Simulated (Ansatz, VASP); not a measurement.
One calculation of BN, two programs

POSCAR

```
BN
1.0
    0.0000000000      1.7281901401      1.7281901401
    1.7281901401      0.0000000000      1.7281901401
    1.7281901401      1.7281901401      0.0000000000
B N
1 1
Direct
    0.0000000000      0.0000000000      0.0000000000
    0.5000000000      0.5000000000      0.5000000000
```

The input INCAR.step1:

```
SYSTEM = BN
PREC = Accurate ; ENCUT = 520
ISMEAR = 0 ; SIGMA = 0.01
LREAL = .FALSE. ; LASPH = .TRUE.
NELM = 80 ; NBANDS = 11
GGA = PE ; ALGO = Normal
EDIFF = 1E-4 ; LWAVE = .TRUE.
LCHARG = .FALSE.
```

File INCAR.step2:

```
SYSTEM = BN
PREC = Accurate ; ENCUT = 520
EDIFF = 1E-7 ; ISMEAR = 0
SIGMA = 0.01 ; LREAL = .FALSE.
LASPH = .TRUE. ; NELM = 80
ALGO = Normal ; ISIF = 2
LWAVE = .FALSE. ; LCHARG = .FALSE.
METAGGA = R2SCAN ; LMIXTAU = .TRUE.
NBANDS = 11 ; ISTART = 1
```

Contents of KPOINTS:

```
Automatic mesh
0
G
  10 10 10
  0 0 0
```

Input for Ansatz:

```yaml
crystal:
  lattice:
    - [0.0, 1.7281901401, 1.7281901401]
    - [1.7281901401, 0.0, 1.7281901401]
    - [1.7281901401, 1.7281901401, 0.0]
  atoms:
    - { symbol: B, position: [0.0, 0.0, 0.0] }
    - { symbol: "N", position: [0.5, 0.5, 0.5] }
kpoints:
  mp_grid: { grid: [10, 10, 10] }
hamiltonian:
  xc: r2scan
scf:
  occupations: { method: fixed }
  n_extra_bands: 4
output:
  forces: true
  stress: true
  eigenvalues: true
```

Alike in both runs: task single point; functional r2SCAN; k mesh 10 × 10 × 10; no spin polarisation.

```csv
,VASP,Ansatz
version,VASP 6.6.1,Ansatz 0.2.0
potentials or method,"VASP PAW PBE potentials, release 64 (B, N)","plane waves, PAW"
plane-wave cutoff (eV),520,500
occupations,"gaussian, width 0.01 eV",fixed
valence electrons in the cell,8,8
```

|  | VASP | Ansatz | Ansatz less VASP |
| --- | --- | --- | --- |
| gap on the k mesh at the Fermi level (eV) | 1.72 | 1.73 | +0.010 |
| pressure (GPa) | 13.4 | 12.8 | -0.57 |

Caveats: the PAW data sets were made with another functional, which shifts forces and pressure a little (VASP). A k mesh can miss the band edges. r2SCAN opens gaps a little over a GGA but as a rule still falls short of measured ones.
